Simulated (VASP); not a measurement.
# ZnS in VASP: one cell, several levels of theory, part 2 of 2

VASP 6.6.1, plane waves, PAW. The steps go on from the part before.

**3. r2SCAN at this geometry**

File INCAR:

```
ENCUT = 520.000000
SIGMA = 0.010000
EDIFF = 1.00e-07
ALGO = Normal
METAGGA = R2SCAN
PREC = Accurate
IBRION = -1
ISIF = 2
ISMEAR = 0
NBANDS = 16
NELM = 120
NSW = 0
LASPH = .TRUE.
LCHARG = .FALSE.
LWAVE = .FALSE.
LREAL = .FALSE.
```

File KPOINTS:

```
KPOINTS created by Atomic Simulation Environment
0
Gamma
8 8 8
0 0 0
```

File KPOINTS_OPT:

```
special points
6
Reciprocal
0.0000000000 0.0000000000 0.0000000000 1
-0.5000000000 -0.5000000000 0.0000000000 1
-0.3750000000 -0.3750000000 0.2500000000 1
-0.3750000000 0.0000000000 0.3750000000 1
0.0000000000 0.0000000000 0.5000000000 1
-0.5000000000 -0.2500000000 0.2500000000 1
```

File POSCAR:

```
Zn S
 1.0000000000000000
     0.0000000000000000    2.6940858314999998    2.5863223983000001
     2.6940858314999998    0.0000000000000000    2.5863223983000001
     2.6940858314999998    2.6940858314999998    0.0000000000000000
 Zn  S
   1   1
Cartesian
  0.0000000000000000  0.0000000000000000  0.0000000000000000
  1.3470429157499997  1.3470429157499997  1.2931611991500001
```

Started as:

```sh
mpirun -np 1 vasp_std
```

Standard output, without the iteration lines:

```text
POSCAR found type information on POSCAR ZnS
 POSCAR found :  2 types and       2 ions
 -----------------------------------------------------------------------------
|                                                                             |
|                                                                             |
|     You enforced a specific xc type in the INCAR file but a different       |
|     I HOPE YOU KNOW WHAT YOU ARE DOING!                                     |
|                                                                             |
 -----------------------------------------------------------------------------

 LDA part: xc-table for (None), standard interpolation
 POSCAR, INCAR and KPOINTS ok, starting setup
 FFT: planning ... GRIDC
 FFT: planning ... GRID_SOFT
 FFT: planning ... GRID
 WAVECAR not read
 entering main loop
 Start KPOINTS_OPT (optional k-point list driver)
k-point batch [1-6\6]
```

OSZICAR:

```text
N       E                     dE             d eps       ncg     rms          rms(c)
DAV:   1     0.762651358563E+02    0.76265E+02   -0.91560E+03  1888   0.139E+03
DAV:   2    -0.160000767613E+02   -0.92265E+02   -0.86560E+02  2120   0.270E+02
DAV:   3    -0.218450235659E+02   -0.58449E+01   -0.58217E+01  2328   0.664E+01
DAV:   4    -0.219007563780E+02   -0.55733E-01   -0.55720E-01  2384   0.670E+00
DAV:   5    -0.219013291915E+02   -0.57281E-03   -0.57280E-03  2400   0.648E-01    0.781E+00
DAV:   6    -0.188619149839E+02    0.30394E+01   -0.14755E+00  2048   0.381E+01    0.684E+00
DAV:   7    -0.188286464812E+02    0.33269E-01   -0.43128E-01  2400   0.110E+01    0.393E+00
DAV:   8    -0.188430040541E+02   -0.14358E-01   -0.33759E-02  2376   0.176E+00    0.119E+00
DAV:   9    -0.188440053989E+02   -0.10013E-02   -0.35293E-03  2440   0.141E+00    0.121E-01
DAV:  10    -0.188441059588E+02   -0.10056E-03   -0.91445E-04  2288   0.326E-01    0.756E-02
DAV:  11    -0.188441329448E+02   -0.26986E-04   -0.28346E-04  2368   0.488E-01    0.758E-02
DAV:  12    -0.188441440318E+02   -0.11087E-04   -0.13942E-04  2432   0.325E-01    0.139E-02
DAV:  13    -0.188441439903E+02    0.41480E-07   -0.69310E-06  2376   0.278E-02    0.112E-02
DAV:  14    -0.188441451934E+02   -0.12031E-05   -0.26605E-07  2416   0.500E-03    0.581E-03
DAV:  15    -0.188441460746E+02   -0.88116E-06   -0.27480E-07  2456   0.112E-02    0.145E-03
DAV:  16    -0.188441460251E+02    0.49437E-07   -0.53909E-08  1176   0.183E-03
   1 F= -.18844146E+02 E0= -.18844146E+02  d E =-.764033E-19
       N       E                     dE             ncg
DAV:   1     0.162330575908E+04   -0.32018E+04      192
DAV:   2     0.107004013909E+04   -0.55327E+03      232
DAV:   3     0.103666819665E+04   -0.33372E+02      240
DAV:   4     0.103636788811E+04   -0.30031E+00      232
DAV:   5     0.103636486853E+04   -0.30196E-02      256
DAV:   6     0.103636481906E+04   -0.49471E-04      216
DAV:   7     0.103636481807E+04   -0.98893E-06      264
DAV:   8     0.103636481805E+04   -0.19343E-07      184
```

OUTCAR, selected sections:

```text
k-points           NKPTS =     59   k-points in BZ     NKDIM =     59   number of bands    NBANDS=     16

   NELECT =      18.0000    total number of electrons

   dimension x,y,z NGX =    28 NGY =   28 NGZ =   28
   dimension x,y,z NGXF=    56 NGYF=   56 NGZF=   56

  energy-cutoff  :      520.00
  volume of cell :       37.54
      direct lattice vectors                 reciprocal lattice vectors
     0.000000000  2.694085831  2.586322398    -0.185591711  0.185591711  0.193324699
     2.694085831  0.000000000  2.586322398     0.185591711 -0.185591711  0.193324699
     2.694085831  2.694085831  0.000000000     0.185591711  0.185591711 -0.193324699

 k-points in reciprocal lattice and weights: KPOINTS created by Atomic Simulation Env
   0.00000000  0.00000000  0.00000000       0.002
   0.12500000  0.00000000  0.00000000       0.016
   0.25000000  0.00000000  0.00000000       0.016
   0.37500000  0.00000000  0.00000000       0.016
   0.50000000  0.00000000  0.00000000       0.008
   0.12500000  0.12500000  0.00000000       0.004
   0.25000000  0.12500000  0.00000000       0.016
   0.37500000  0.12500000  0.00000000       0.016
[... 51 more k-points ...]

 E-fermi :   2.4594

 k-point     1 :       0.0000    0.0000    0.0000
  band No.  band energies     occupation
      1     -11.7317      2.00000
      2      -4.4070      2.00000
      3      -4.4070      2.00000
      4      -4.3832      2.00000
      5      -3.7969      2.00000
      6      -3.7830      2.00000
      7       2.2620      2.00000
      8       2.2620      2.00000
      9       2.4023      2.00000
     10       5.2154      0.00000
     11       9.1806      0.00000
     12       9.1807      0.00000
     13       9.1857      0.00000
     14      14.3146      0.00000
     15      14.9046      0.00000
     16      15.2300      0.00000

 k-point     2 :       0.1250    0.0000    0.0000
  band No.  band energies     occupation
      1     -11.6015      2.00000
      2      -4.4039      2.00000
      3      -4.3837      2.00000
      4      -4.3618      2.00000
      5      -3.7972      2.00000
      6      -3.7863      2.00000
      7       1.1837      2.00000
      8       2.0864      2.00000
      9       2.2068      2.00000
     10       6.0006      0.00000
     11       9.0926      0.00000
     12       9.4421      0.00000
     13       9.4988      0.00000
     14      13.7706      0.00000
     15      14.2485      0.00000
     16      15.9647      0.00000

 k-point     3 :       0.2500    0.0000    0.0000
  band No.  band energies     occupation
      1     -11.2600      2.00000
      2      -4.3609      2.00000
      3      -4.3332      2.00000
      4      -4.3036      2.00000
      5      -3.7888      2.00000
      6      -3.7871      2.00000
      7      -0.6625      2.00000
      8       1.7047      2.00000
      9       1.8746      2.00000
     10       6.4648      0.00000
     11       9.7383      0.00000
     12       9.7490      0.00000
     13      10.1115      0.00000
     14      13.7704      0.00000
     15      13.8973      0.00000
     16      15.3572      0.00000

 k-point     4 :       0.3750    0.0000    0.0000
  band No.  band energies     occupation
      1     -10.8696      2.00000
      2      -4.2937      2.00000
      3      -4.2620      2.00000
      4      -4.1291      2.00000
      5      -3.7736      2.00000
      6      -3.7636      2.00000
      7      -2.3232      2.00000
      8       1.3641      2.00000
      9       1.5794      2.00000
     10       6.3003      0.00000
     11       9.6035      0.00000
     12       9.9674      0.00000
     13      11.3659      0.00000
     14      14.7589      0.00000
     15      15.1831      0.00000
     16      15.2480      0.00000

 k-point     5 :       0.5000    0.0000    0.0000
  band No.  band energies     occupation
      1     -10.6890      2.00000
      2      -4.2813      2.00000
      3      -4.2437      2.00000
      4      -3.7737      2.00000
      5      -3.7473      2.00000
      6      -3.5874      2.00000
      7      -3.4088      2.00000
      8       1.2314      2.00000
      9       1.4646      2.00000
     10       6.1977      0.00000
     11       9.4820      0.00000
     12       9.9000      0.00000
     13      11.9338      0.00000
     14      15.4141      0.00000
     15      16.3095      0.00000
     16      16.6840      0.00000

 k-point     6 :       0.1250    0.1250    0.0000
  band No.  band energies     occupation
      1     -11.5497      2.00000
      2      -4.4108      2.00000
      3      -4.3638      2.00000
      4      -4.3638      2.00000
      5      -3.8007      2.00000
      6      -3.7819      2.00000
      7       1.3598      2.00000
      8       1.7906      2.00000
      9       1.7906      2.00000
     10       6.4080      0.00000
     11       8.3626      0.00000
     12       9.8625      0.00000
     13       9.8626      0.00000
     14      13.3060      0.00000
     15      14.5492      0.00000
     16      16.6912      0.00000

 k-point     7 :       0.2500    0.1250    0.0000
  band No.  band energies     occupation
      1     -11.2713      2.00000
      2      -4.4107      2.00000
      3      -4.3095      2.00000
      4      -4.3032      2.00000
      5      -3.8099      2.00000
      6      -3.7665      2.00000
      7      -0.1110      2.00000
      8       1.3500      2.00000
      9       1.5688      2.00000
     10       7.0698      0.00000
     11       8.2499      0.00000
     12      10.3800      0.00000
     13      10.4110      0.00000
     14      12.8231      0.00000
     15      14.6987      0.00000
     16      16.7866      0.00000

 k-point     8 :       0.3750    0.1250    0.0000
  band No.  band energies     occupation
      1     -10.8905      2.00000
      2      -4.3140      2.00000
      3      -4.2613      2.00000
      4      -4.2023      2.00000
      5      -3.7821      2.00000
      6      -3.7473      2.00000
      7      -1.7682      2.00000
      8       1.0263      2.00000
      9       1.1825      2.00000
     10       6.9401      0.00000
     11       9.1768      0.00000
     12      10.3751      0.00000
     13      10.4933      0.00000
     14      14.0299      0.00000
     15      15.7980      0.00000
     16      16.2937      0.00000

 k-point     9 :       0.5000    0.1250    0.0000
  band No.  band energies     occupation
      1     -10.6365      2.00000
      2      -4.2498      2.00000
      3      -4.2439      2.00000
      4      -3.9107      2.00000
      5      -3.7442      2.00000
      6      -3.6120      2.00000
      7      -3.0490      2.00000
      8       0.8222      2.00000
      9       0.9696      2.00000
     10       6.8320      0.00000
     11       9.2477      0.00000
     12      10.0849      0.00000
     13      11.7465      0.00000
     14      14.9540      0.00000
     15      16.6621      0.00000
     16      17.0043      0.00000

 k-point    10 :      -0.3750    0.1250    0.0000
  band No.  band energies     occupation
      1     -10.7084      2.00000
      2      -4.2564      2.00000
      3      -4.2440      2.00000
      4      -3.9613      2.00000
      5      -3.7744      2.00000
      6      -3.7506      2.00000
      7      -2.6445      2.00000
      8       0.6786      2.00000
      9       1.2044      2.00000
     10       6.9449      0.00000
     11       9.3133      0.00000
     12       9.9673      0.00000
     13      11.7074      0.00000
     14      14.7103      0.00000
     15      15.8557      0.00000
     16      16.8911      0.00000

 k-point    11 :      -0.2500    0.1250    0.0000
  band No.  band energies     occupation
      1     -11.0456      2.00000
      2      -4.2986      2.00000
      3      -4.2976      2.00000
      4      -4.2551      2.00000
      5      -3.8072      2.00000
      6      -3.7666      2.00000
      7      -1.2157      2.00000
      8       0.8538      2.00000
      9       1.6242      2.00000
     10       7.1535      0.00000
     11       9.5632      0.00000
     12       9.9618      0.00000
     13      10.1958      0.00000
     14      13.0437      0.00000
     15      15.3319      0.00000
     16      16.8274      0.00000

 k-point    12 :      -0.1250    0.1250    0.0000
  band No.  band energies     occupation
      1     -11.4070      2.00000
      2      -4.3950      2.00000
      3      -4.3543      2.00000
      4      -4.3102      2.00000
      5      -3.8114      2.00000
      6      -3.7768      2.00000
      7       0.2796      2.00000
      8       1.4470      2.00000
      9       2.0075      2.00000
     10       6.7912      0.00000
     11       9.0322      0.00000
     12       9.6409      0.00000
     13       9.9928      0.00000
     14      12.8384      0.00000
     15      14.2061      0.00000
     16      17.2231      0.00000

[... the tables of k-points 13 to 59 left out ...]

  Total        0.7082937      0.7082937      1.0829070      0.0000000      0.0000000      0.0000000
  in kB       30.2265406     30.2265406     46.2132206      0.0000000      0.0000000      0.0000000
  external PRESSURE =      35.5554339 kB  Pullay stress =       0.0000000 kB

 POSITION                                       TOTAL-FORCE (eV/Angst)
 -----------------------------------------------------------------------------------
      0.00000      0.00000      0.00000         0.000000      0.000000     -0.000000
      1.34704      1.34704      1.29316        -0.000000     -0.000000      0.000000
 -----------------------------------------------------------------------------------
    total drift:                               -0.000000     -0.000000      0.000050

  FREE ENERGIE OF THE ION-ELECTRON SYSTEM (eV)
  ---------------------------------------------------
  free  energy   TOTEN  =       -18.8441460251 eV

  energy  without entropy=      -18.8441460251  energy(sigma->0) =      -18.84414603
```

Hardware: 1 MPI rank of Intel Xeon Platinum 8488C, shared host.

The levels at the points of KPOINTS_OPT are read from vasprun.xml.

Levels at the named points, in eV from the top of band v (v: the last filled band by count, c: the next):

| point | v−1 | v | c | c+1 |
| --- | --- | --- | --- | --- |
| Γ | -0.14 | 0.00 | 2.81 | 6.78 |
| X | -2.71 | -2.71 | 3.37 | 4.09 |
| U | -3.49 | -2.25 | 4.15 | 6.21 |
| K | -3.53 | -2.02 | 4.48 | 6.58 |
| L | -1.17 | -0.94 | 3.80 | 7.08 |
| W | -3.13 | -3.08 | 5.84 | 6.61 |

r2SCAN gives a direct gap of 2.81 eV at Γ. The pressure is 3.56 GPa; the forces vanish within 0.01 eV/Å.

**4. Summary**

This closing draws on all 2 parts.

| level | gap (eV) | pressure (GPa) | Ansatz: gap (eV) | Ansatz: pressure (GPa) |
| --- | --- | --- | --- | --- |
| PBE | 2.24 | 5.97 | 2.23 | 5.78 |
| r2SCAN | 2.81 | 3.56 | 2.80 | 3.51 |

What this shows: The gap runs from 2.24 eV (PBE) to 2.81 eV (r2SCAN). At this one volume the pressure spans 3.6 GPa (r2SCAN) to 6.0 GPa (PBE): PBE wants the largest cell and r2SCAN the smallest. The two programs agree on the gap within 0.02 eV, far less than the spread between functionals. The two codes have different PAW datasets and cutoffs.
